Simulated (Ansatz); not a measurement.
# AlN: response to strain

AlN is deformed so: equal xx and yy strain of -2 %. What stress and forces result, by LAPW, PAW and all-electron datasets made for the crystal?

Computed with Ansatz 0.2.0 (DFT PBEsol, scalar-relativistic, unless a step's input says otherwise).

### Step 1. The structure to begin with

It takes space group P6_3mc (No. 186, hexagonal). The conventional cell has a = 3.111 Å, b = 3.111 Å, c = 4.978 Å, α = 90.00°, β = 90.00°, γ = 120.00°. Al (site symmetry 3m) is surrounded by 4 N at 1.89 to 1.92 Å. N (site symmetry 3m) is surrounded by 4 Al at 1.89 to 1.92 Å.

Coordinates:

```
CELL_PARAMETERS angstrom
3.11100 0.00000 0.00000
-1.55550 2.69421 0.00000
0.00000 0.00000 4.97800
ATOMIC_POSITIONS crystal
Al 0.33333 0.66667 0.00000
Al 0.66667 0.33333 0.50000
N 0.33333 0.66667 0.38500
N 0.66667 0.33333 0.88500
```

Atoms are numbered in the order of the input: Al1, Al2, N3, N4.

### Step 2. The deformed structure

Space group P6_3mc before, P6_3mc after.

### Step 3. Full-potential LAPW

File input.yaml:

```yaml
crystal:
  lattice:
    - [3.0487821086, 0.0, 0.0]
    - [-1.5243910543, 2.6403227566, 0.0]
    - [0.0, 0.0, 4.978]
  atoms:
    - { symbol: Al, position: [0.3333333333, 0.6666666667, 0.0] }
    - { symbol: Al, position: [0.6666666667, 0.3333333333, 0.5] }
    - { symbol: "N", position: [0.3333333333, 0.6666666667, 0.385] }
    - { symbol: "N", position: [0.6666666667, 0.3333333333, 0.885] }
kpoints:
  mp_grid: { grid: [10, 10, 6] }
  band_path:
    path:
      - [0.0, 0.0, 0.0]
      - [0.5, 0.0, 0.0]
      - [0.3333333333, 0.3333333333, 0.0]
      - [0.0, 0.0, 0.0]
      - [0.0, 0.0, 0.5]
      - [0.5, 0.0, 0.5]
      - [0.3333333333, 0.3333333333, 0.5]
      - [0.0, 0.0, 0.5]
      - [0.5, 0.0, 0.5]
    npoints: 5
scf:
  occupations: { method: fermi_dirac, width: 0.03 }
hamiltonian:
  xc: pbesol
  pseudopotentials: { kind: all_electron, lapw: { basis_error: 0.001 } }
output:
  forces: true
  stress: true
  eigenvalues: true
```

The run is started by

```
> ansatz run input.yaml --threads 1 --pin off --max-ram 4096MiB --backend cpu --events-out ev --progress --plain --runs-dir out
```

Log, cut to the lines that bear on the results:

```text
LAPW: plane waves up to 10.193 Å⁻¹, error target 1.0e-3 eV per atom; small_component_spin mean_spin; N in spheres of 0.885 Å, 7 of its electrons in bands, Dirac shells []; Al in spheres of 0.966 Å, 11 of its electrons in bands, Dirac shells []
[...]
Pseudopotentials: kind: all_electron
Pseudopotential: Al, LAPW, valence charge 11, Koelling and Harmon's equation, gaussian nucleus
Pseudopotential: N, LAPW, valence charge 7, Koelling and Harmon's equation, gaussian nucleus
Functional definition: PBEsol
[...]
Crystal: 4 atoms, lattice volume = 40.072 Å³
Basis set: ecut = 395.84601959345173 eV, 701 PW (Γ), exchange–correlation at level 2
Bands: 22, of which v1, the nominal top of the filled ones, is band 18 counted from 1 (17 counted from 0)
Symmetry: 12 space group operations
Space group: P63mc (ITA 186), of the structure as read, at distance tolerance 3.4e-5 Å
k-points: 56 of 600 (time reversal used)
[...]
SCF iter   1: F=—  HF=-16168.989762 eV  |F-HF|=—  |Δ(HF+E_count)|=         —  Δρ=1.54e-1  dr2=1.11e1  ethr=3.09e-2  ⟨swp⟩=2.0  Hψ=8465  notcnv=0
[...]
the basis was enlarged: its passes take 605.9 KiB over the memory plan, 1 of 1 planned eigensolver slots
[...]
SCF iter   7: F=-16164.189348 eV  HF=-16164.189348 eV  |F-HF|=9.34e-9  |Δ(HF+E_count)|=   6.70e-7  Δρ=9.56e-6  dr2=1.85e-8  ethr=2.77e-9  ⟨swp⟩=2.1  Hψ=3531  notcnv=0
[...]
NSCF: frozen V_eff on 41 k-points
SCF converged after 7 iterations
Free energy (F): -16164.189348 eV
[...]
E sigma→0 (E₀):  -16164.189348 eV
Fermi energy:    11.332833 eV
[...]
--- Forces (eV/Å), atoms counted from 1 ---
  atom   1  Al    -0.00000000    -0.00000000     0.43786456
  atom   2  Al     0.00000000     0.00000000     0.43786456
  atom   3  N     -0.00000000    -0.00000000    -0.43783140
  atom   4  N      0.00000000     0.00000000    -0.43783140
[...]
--- Stress (GPa, compression-positive) ---
       13.653747       0.000000       0.000000
        0.000000      13.653747       0.000000
        0.000000       0.000000       1.959285
  P = ⅓ Tr σ = 9.7556 GPa (97.556 kbar)
--- Band table (eV; the first three rows and the last of 56) ---
  k-point 0: bands = ["-362.8600", "-362.8600", "-90.8810", "-90.8799", "-52.5811", "-52.5685", "-52.5549", "-52.5549", "-52.5528", "-52.5528", "-6.3290", "-4.1023", "2.8109", "8.2606", "8.2606", "8.8711", "8.8711", "9.0768", "13.5668", "16.2284", "19.8799", "20.6119"]
[...]
```

Run time: 49 s. Hardware: 1 thread of Arm Neoverse V1, shared host; peak memory 0.37 GiB.

This run gives: pressure 9.76 GPa; gap 4.49 eV, direct at Γ; largest force 0.438 eV/Å.

### Step 4. PAW on the default files

File input.yaml:

```yaml
crystal:
  lattice:
    - [3.0487821086, 0.0, 0.0]
    - [-1.5243910543, 2.6403227566, 0.0]
    - [0.0, 0.0, 4.978]
  atoms:
    - { symbol: Al, position: [0.3333333333, 0.6666666667, 0.0] }
    - { symbol: Al, position: [0.6666666667, 0.3333333333, 0.5] }
    - { symbol: "N", position: [0.3333333333, 0.6666666667, 0.385] }
    - { symbol: "N", position: [0.6666666667, 0.3333333333, 0.885] }
kpoints:
  mp_grid: { grid: [10, 10, 6] }
scf:
  occupations: { method: fermi_dirac, width: 0.03 }
hamiltonian:
  xc: pbesol
  pseudopotentials: { kind: paw }
output:
  forces: true
  stress: true
  eigenvalues: true
  efg: { contact_densities: true }
```

The run is started by

```
> ansatz run input.yaml --threads 1 --pin off --max-ram 4096MiB --backend cpu --events-out ev --progress --plain --runs-dir out
```

Log:

```text
Engine: ansatz 0.2.0
Pseudopotentials: kind: paw
Pseudopotential: Al, paw, valence charge 3, recommended cutoff 420 eV (normal)
Pseudopotential: N, paw, valence charge 5, recommended cutoff 420 eV (normal)
[... 1 set-up line as earlier in the session ...]
  exchange = pbesol_x
  correlation = pbesol_c
Crystal: 4 atoms, lattice volume = 40.072 Å³
Basis set: ecut = 420 eV, 785 PW (Γ), exchange–correlation on 48×48×72 points (8 copies of the dense FFT grid, shifted against one another)
Bands: 12, of which v1, the nominal top of the filled ones, is band 8 counted from 1 (7 counted from 0)
[... 2 set-up lines as earlier in the session ...]
k-points: 56 of 600 (time reversal used)
Non-local potential: Al, projectors of the file, l = 0: 2, l = 1: 2, l = 2: 1
Non-local potential: N, projectors of the file, l = 0: 2, l = 1: 2, l = 2: 1
PAW form: soft (Blöchl's): semilocal exchange-correlation on the pseudo side does not see the compensation charge
PAW frozen core: Al, regenerated for the run's functional, and the local potential with it (the file was generated under x = pbe(κ = 0.804, μ = 0.2195149727645171), c = pbe(β = 0.06672455060314922))
PAW frozen core: N, regenerated for the run's functional, and the local potential with it (the file was generated under x = pbe(κ = 0.804, μ = 0.2195149727645171), c = pbe(β = 0.06672455060314922))
PAW one-centre angular grid: Al, 110 points (default); XC on 64 Gauss nodes
PAW one-centre angular grid: N, 110 points (default); XC on 64 Gauss nodes
Initial density: superposition of atomic densities (neutral atoms: chi_scale 0, normalization atom), corrected by the library's trained network
Initial wavefunctions: pseudopotential atomic-orbital guess
Functional: x = pbesol(κ = 0.804, μ = 0.12345679012345678), c = pbesol(β = 0.046)
SCF iter   1: F=—  HF=-1811.852825 eV  |F-HF|=—  |Δ(HF+E_count)|=         —  Δρ=1.07e-2  dr2=4.78e-2  ethr=1.77e-3  ⟨swp⟩=6.1  Hψ=4528  notcnv=0
preconditioner: auto → none  [insulator: Δε(μ)=4.398 eV  Ē_g=13.284 eV  σ=0.030 eV  W_gap=1.00  n_scr=2 (ndim 8)  ℏωp=23.5 eV  f_vac=0.000  D(μ)=0.00/eV (n_scr^D=0)  ε∞_Penn≈4.1]
SCF iter   2: F=—  HF=-1811.838983 eV  |F-HF|=—  |Δ(HF+E_count)|=   1.38e-2  Δρ=1.42e-3  dr2=8.40e-4  ethr=2.99e-4  ⟨swp⟩=3.0  Hψ=1687  notcnv=0
SCF iter   3: F=—  HF=-1811.838808 eV  |F-HF|=—  |Δ(HF+E_count)|=   1.75e-4  Δρ=5.12e-4  dr2=5.36e-5  ethr=5.25e-6  ⟨swp⟩=2.1  Hψ=1064  notcnv=0
SCF iter   4: F=—  HF=-1811.838682 eV  |F-HF|=—  |Δ(HF+E_count)|=   1.26e-4  Δρ=1.94e-5  dr2=5.24e-8  ethr=6.25e-10  ⟨swp⟩=5.0  Hψ=3742  notcnv=0
iter 5 did not close the SCF: its close was put off for the readings that it lacked (scf_convergence_deferred on its scf_iter line)
SCF iter   5: F=-1811.838682 eV  HF=-1811.838682 eV  |F-HF|=3.54e-10  |Δ(HF+E_count)|=   3.13e-8  Δρ=2.04e-6  dr2=4.86e-10  ethr=3.28e-10  ⟨swp⟩=2.1  Hψ=1078  notcnv=0
SCF iter   6: F=-1811.838682 eV  HF=-1811.838682 eV  |F-HF|=1.43e-11  |Δ(HF+E_count)|=  4.47e-10  Δρ=3.13e-7  dr2=2.61e-11  ethr=3.04e-12  ⟨swp⟩=1.2  Hψ=1924  notcnv=0
SCF 1 converged in 6 iterations: F = -1811.838682 eV  dr2 = 2.61e-11
SCF converged after 6 iterations
Free energy (F): -1811.838682 eV
Harris-Foulkes:  -1811.838682 eV  (|F-HF|=1.43e-11)
Internal energy: -1811.838682 eV  (E = F + TS)
E sigma→0 (E₀):  -1811.838682 eV
Fermi energy:    9.732326 eV
--- Per-component energies (eV) ---
  E_band       = 34.528212
  E_kinetic    = 321.487091
  E_local      = -438.413068  (includes V_loc(G=0)·N_el)
  E_nonlocal   = 112.225563
  E_hartree    = 151.454359
  E_xc         = -202.552503
  E_vxc        = -216.406001  (∫ρ·V_xc dr)
  E_paw        = -1156.142078  (= ΣΔE_a)
  E_vpaw       = -47.274275  (= ΣTr[D̂ρ^β])
  E_aug_tail   = 0.000188  (compensation charges beyond the density's cutoff)
  E_ewald      = -599.992709
  E_core_change = 0.094476  (= ΣΔE_core)
  E_smearing   = -0.000000  (= −TS)
  E_closure    = 0.000000  (closes the sum)
  Σ components = -1811.838682   (vs F -1811.838682, Δ=0.00e0)
--- Forces (eV/Å), atoms counted from 1 ---
  atom   1  Al     0.00000000    -0.00000000     0.43719027
  atom   2  Al     0.00000000     0.00000000     0.43719027
  atom   3  N     -0.00000000     0.00000000    -0.43719110
  atom   4  N     -0.00000000    -0.00000000    -0.43719110
  max |Σ_I F_I| component: 1.66e-6 eV/Å
--- Stress (GPa, compression-positive) ---
       13.827755      -0.000000       0.000000
        0.000000      13.827755       0.000000
        0.000000       0.000000       2.097808
  P = ⅓ Tr σ = 9.9178 GPa (99.178 kbar)
--- PAW observables at the nuclei: V_zz in 10²¹ V/m², potentials from the cell's mean, atoms counted from 1 ---
  atom   1  Al V_zz =    +1.321391   η = 0.0000   by run symmetry: allowed
            electrostatic potential = -1232.196494 V   contact ρ = 10040.213094 e/Å³
  atom   2  Al V_zz =    +1.321391   η = 0.0000   by run symmetry: allowed
            electrostatic potential = -1232.196494 V   contact ρ = 10040.213094 e/Å³
  atom   3  N  V_zz =    +0.462009   η = 0.0000   by run symmetry: allowed
            electrostatic potential = -516.960933 V   contact ρ = 1402.475750 e/Å³
  atom   4  N  V_zz =    +0.462009   η = 0.0000   by run symmetry: allowed
            electrostatic potential = -516.960933 V   contact ρ = 1402.475750 e/Å³
--- Band table (eV; the first three rows and the last of 56) ---
  k-point 0: bands = ["-7.9094", "-5.6905", "1.2253", "6.6675", "6.6675", "7.2754", "7.2754", "7.4817", "11.9606", "14.6370", "18.2817", "19.0219"]
  k-point 1: bands = ["-7.8007", "-5.9083", "1.6151", "6.7063", "6.7063", "6.8556", "7.2328", "7.2328", "12.4731", "14.6946", "18.1056", "18.9937"]
  k-point 2: bands = ["-7.4852", "-6.4225", "2.6330", "5.5101", "6.8134", "6.8134", "7.1174", "7.1174", "13.4704", "14.7219", "17.8229", "18.7501"]
  k-point 55: bands = ["-5.1884", "-5.1884", "2.4559", "2.4559", "3.6564", "3.6564", "6.6245", "6.6245", "14.5169", "14.5169", "15.7332", "15.7332"]
```

It took 4.5 s on 1 thread of Arm Neoverse V1, shared host; peak memory 0.33 GiB.

Read from it: pressure 9.92 GPa; gap on the k mesh 4.48 eV; largest force 0.437 eV/Å; Vzz Al1 1.32 (η = 0.00), N3 0.46 (η = 0.00) (10²¹ V/m²).

### Step 5. All-electron PAW on datasets made for the crystal

Edit input.yaml of step 4 so:

```diff
@@ -16,3 +16,3 @@
   xc: pbesol
-  pseudopotentials: { kind: paw }
+  pseudopotentials: { kind: all_electron, datasets: crystal }
 output:
```

The run is started by

```
> ansatz run input.yaml --threads 1 --pin off --max-ram 4096MiB --backend cpu --events-out ev --progress --plain --runs-dir out
```

Log:

```text
hamiltonian.pseudopotentials.datasets: crystal makes datasets for this crystal and solves the spheres of its atoms anew in each pass: cutoff 380.0 eV, the density's 1900.0 eV; for an error of 0.50 meV an atom under PBE, 2.0 meV for the cell; an energy difference from a run of another recipe may be off by several times the error for the cell, under r2SCAN by more, where some 0.1 meV an atom stays at smaller errors; N in spheres of 0.979 Å, 5 of its electrons in bands; Al in spheres of 0.868 Å, 3 of its electrons in bands, 8 on its site; only band paths and densities of states list, in semicore columns, the levels of the semicore shells that are solved separately: 2s of Al, 2p of Al
[... 2 set-up lines as earlier in the session ...]
Pseudopotential: Al, paw, valence charge 11, recommended cutoff 380 eV (normal), Koelling and Harmon's equation, gaussian nucleus
Pseudopotential: N, paw, valence charge 5, recommended cutoff 380 eV (normal), Koelling and Harmon's equation, gaussian nucleus
[... 3 set-up lines as earlier in the session ...]
Crystal: 4 atoms, lattice volume = 40.072 Å³
Basis set: ecut = 380 eV, 687 PW (Γ), exchange–correlation on 48×48×72 points (8 copies of the dense FFT grid, shifted against one another)
Bands: 12, of which v1, the nominal top of the filled ones, is band 8 counted from 1 (7 counted from 0)
[... 2 set-up lines as earlier in the session ...]
k-points: 56 of 600 (time reversal used)
Non-local potential: Al, projectors of the file, l = 0: 1, l = 1: 1
Non-local potential: N, projectors of the file, l = 0: 1, l = 1: 2
[... 1 set-up line as earlier in the session ...]
PAW one-centre angular grid: Al, 110 points (default); XC on its mesh's 1851 points in the sphere
PAW one-centre angular grid: N, 110 points (default); XC on its mesh's 1949 points in the sphere
Initial density: superposition of atomic densities (neutral atoms: chi_scale 0, normalization atom)
[... 2 set-up lines as earlier in the session ...]
iter 1 solved again at ethr=9.64e-2 eV; its pass at ethr=1.00e-1 eV (dr2=1.54e1 eV) is discarded
SCF iter   1: F=—  HF=-16168.452849 eV  |F-HF|=—  |Δ(HF+E_count)|=         —  Δρ=1.85e-1  dr2=1.54e1  ethr=9.64e-2  ⟨swp⟩=2.0  Hψ=4147  notcnv=0
preconditioner: auto → none  [insulator: Δε(μ)=6.022 eV  Ē_g=14.889 eV  σ=0.030 eV  W_gap=1.00  n_scr=2 (ndim 8)  ℏωp=23.5 eV  f_vac=0.000  D(μ)=0.00/eV (n_scr^D=0)  ε∞_Penn≈3.5]
SCF iter   2: F=—  HF=-16164.688567 eV  |F-HF|=—  |Δ(HF+E_count)|=    3.76e0  Δρ=8.64e-2  dr2=1.76e0  ethr=9.61e-2  ⟨swp⟩=3.4  Hψ=1945  notcnv=0
iter 3 solved again at ethr=6.69e-4 eV; its pass at ethr=1.10e-2 eV (dr2=1.07e-1 eV) is discarded
SCF iter   3: F=—  HF=-16164.184443 eV  |F-HF|=—  |Δ(HF+E_count)|=   5.04e-1  Δρ=2.24e-2  dr2=1.06e-1  ethr=6.69e-4  ⟨swp⟩=2.4  Hψ=3130  notcnv=0  defer=5
SCF iter   4: F=—  HF=-16164.189951 eV  |F-HF|=—  |Δ(HF+E_count)|=   5.51e-3  Δρ=3.04e-3  dr2=3.05e-3  ethr=6.62e-4  ⟨swp⟩=2.1  Hψ=1348  notcnv=0  defer=3
SCF iter   5: F=—  HF=-16164.190423 eV  |F-HF|=—  |Δ(HF+E_count)|=   4.72e-4  Δρ=7.14e-4  dr2=1.45e-4  ethr=1.90e-5  ⟨swp⟩=3.4  Hψ=2032  notcnv=0  defer=6
SCF iter   6: F=—  HF=-16164.190407 eV  |F-HF|=—  |Δ(HF+E_count)|=   1.57e-5  Δρ=1.69e-4  dr2=5.94e-6  ethr=9.06e-7  ⟨swp⟩=3.0  Hψ=1366  notcnv=0
SCF iter   7: F=—  HF=-16164.190420 eV  |F-HF|=—  |Δ(HF+E_count)|=   1.29e-5  Δρ=2.54e-5  dr2=1.40e-7  ethr=3.71e-8  ⟨swp⟩=3.0  Hψ=1570  notcnv=0
SCF iter   8: F=-16164.190420 eV  HF=-16164.190420 eV  |F-HF|=1.69e-8  |Δ(HF+E_count)|=   3.51e-8  Δρ=9.22e-6  dr2=2.05e-8  ethr=8.72e-10  ⟨swp⟩=2.6  Hψ=1190  notcnv=0
SCF 1 converged in 8 iterations: F = -16164.190417 eV  dr2 = 2.05e-8
  Residual-converged pass: ⟨swp⟩=3.3  Hψ=1574  notcnv=0  max |occ|·‖R‖ = 6.6e-6 eV (tolerance 6.7e-6 eV)  dr2=2.13e-8  dr2_onsite=1.10e-8  max |Δocc| = 0.0e0
SCF converged after 8 iterations
Free energy (F): -16164.190417 eV
Harris-Foulkes:  -16164.190417 eV  (|F-HF|=1.69e-8)
Internal energy: -16164.190417 eV  (E = F + TS)
E sigma→0 (E₀):  -16164.190417 eV
Past the cutoff: the bands carry plane waves up to 1.75 times it, of which those up to 1.5 times it add -0.000153 eV an atom, each by itself; the spheres take 0.000135 eV an atom off the energy for waves past 1.75 times it
By the cutoff:   a pressure is off by up to 0.008 GPa (1.2 times the spheres' own share and the shells' term, over an atom's volume, and 0.004 GPa: a bound that held against runs at twice the plane waves)
Past the cutoffs: a stress includes 0.0090 GPa for waves and charges beyond them, in addition to the slope of what the spheres take
In the spheres:  the bands' charges fall short by 5.1e-7 e at most (sound up to 1e-3), those of shells solved beside the bands by 3.4e-7 e (sound up to 5e-4)
Fermi energy:    11.332921 eV
--- Per-component energies (eV) ---
  The terms above E_closure are by the made datasets' own strengths, without shells solved beside the bands.
--- Forces (eV/Å), atoms counted from 1 ---
  atom   1  Al     0.00000000    -0.00000000     0.43794911
  atom   2  Al     0.00000000     0.00000000     0.43794911
  atom   3  N      0.00000000    -0.00000000    -0.43797105
  atom   4  N     -0.00000000     0.00000000    -0.43797105
  max |Σ_I F_I| component: 4.39e-5 eV/Å
--- Stress (GPa, compression-positive) ---
       13.652203      -0.000000       0.000000
        0.000000      13.652203       0.000000
        0.000000       0.000000       1.956432
  P = ⅓ Tr σ = 9.7536 GPa (97.536 kbar)
  It holds what live shells' own plane waves past their cutoff add
--- PAW observables at the nuclei: V_zz in 10²¹ V/m², potentials from the cell's mean, atoms counted from 1 ---
  atom   1  Al V_zz =    +1.297498   η = 0.0000   by run symmetry: allowed
            electrostatic potential = -1230.528353 V   contact ρ = 10046.210977 e/Å³
  atom   2  Al V_zz =    +1.297498   η = 0.0000   by run symmetry: allowed
            electrostatic potential = -1230.528353 V   contact ρ = 10046.210977 e/Å³
  atom   3  N  V_zz =    +0.462712   η = 0.0000   by run symmetry: allowed
            electrostatic potential = -516.164932 V   contact ρ = 1402.716439 e/Å³
  atom   4  N  V_zz =    +0.462712   η = 0.0000   by run symmetry: allowed
            electrostatic potential = -516.164932 V   contact ρ = 1402.716439 e/Å³
--- Band table (eV; the first three rows and the last of 56) ---
  k-point 0: bands = ["-6.3289", "-4.1022", "2.8109", "8.2607", "8.2607", "8.8711", "8.8711", "9.0768", "13.5669", "16.2285"]
  k-point 1: bands = ["-6.2197", "-4.3208", "3.2013", "8.2995", "8.2995", "8.4503", "8.8281", "8.8281", "14.0780", "16.2865"]
  k-point 2: bands = ["-5.9031", "-4.8367", "4.2215", "7.1035", "8.4069", "8.4069", "8.7121", "8.7121", "15.0731", "16.3167"]
  k-point 55: bands = ["-3.5967", "-3.5967", "4.0404", "4.0404", "5.2443", "5.2443", "8.2159", "8.2159", "16.1134", "16.1134"]
```

Run time: 15 s. Hardware: 1 thread of Arm Neoverse V1, shared host; peak memory 0.57 GiB.

In short: pressure 9.75 GPa; gap on the k mesh 4.49 eV; largest force 0.438 eV/Å; Vzz Al1 1.30 (η = 0.00), N3 0.46 (η = 0.00) (10²¹ V/m²).

### Step 6. Side by side

Stress (GPa, compression positive):

| method | xx | yy | zz | yz | xz | xy |
| --- | --- | --- | --- | --- | --- | --- |
| LAPW | 13.65 | 13.65 | 1.96 | 0.00 | 0.00 | 0.00 |
| PAW | 13.83 | 13.83 | 2.10 | 0.00 | 0.00 | 0.00 |
| crystal datasets | 13.65 | 13.65 | 1.96 | 0.00 | 0.00 | 0.00 |

Forces (eV/Å):

| atom | LAPW x | LAPW y | LAPW z | PAW x | PAW y | PAW z | crystal datasets x | crystal datasets y | crystal datasets z |
| --- | --- | --- | --- | --- | --- | --- | --- | --- | --- |
| Al1 | 0.000 | 0.000 | 0.438 | 0.000 | 0.000 | 0.437 | 0.000 | 0.000 | 0.438 |
| Al2 | 0.000 | 0.000 | 0.438 | 0.000 | 0.000 | 0.437 | 0.000 | 0.000 | 0.438 |
| N3 | 0.000 | 0.000 | -0.438 | 0.000 | 0.000 | -0.437 | 0.000 | 0.000 | -0.438 |
| N4 | 0.000 | 0.000 | -0.438 | 0.000 | 0.000 | -0.437 | 0.000 | 0.000 | -0.438 |

| method | pressure (GPa) | gap on the k mesh (eV) | largest force (eV/Å) | Vzz Al1 (10²¹ V/m²) | Vzz N3 (10²¹ V/m²) | SCF cycles, by the record's count |
| --- | --- | --- | --- | --- | --- | --- |
| LAPW | 9.76 | 4.49 | 0.438 | – | – | 7 |
| PAW | 9.92 | 4.48 | 0.437 | 1.32 | 0.46 | 6 |
| crystal datasets | 9.75 | 4.49 | 0.438 | 1.30 | 0.46 | 8 |

### Step 7. Summary of results

```
                                 quantity                                           value
                                 pressure  LAPW 9.76, PAW 9.92, crystal datasets 9.75 GPa
largest shear or deviatoric stress (LAPW)                                        7.80 GPa
```

What this shows: The largest part of the stress beyond the pressure is 7.80 GPa in size, in the zz component; the atoms are carried along and not relaxed. No run of the undeformed cell stands beside it, so pressure and stress hold what the given cell had before the change, as far as its symmetry allows. PAW: stress within 0.18 GPa of LAPW, forces within 1 meV/Å. Crystal datasets: stress within 0.01 GPa of LAPW, forces within 1 meV/Å.
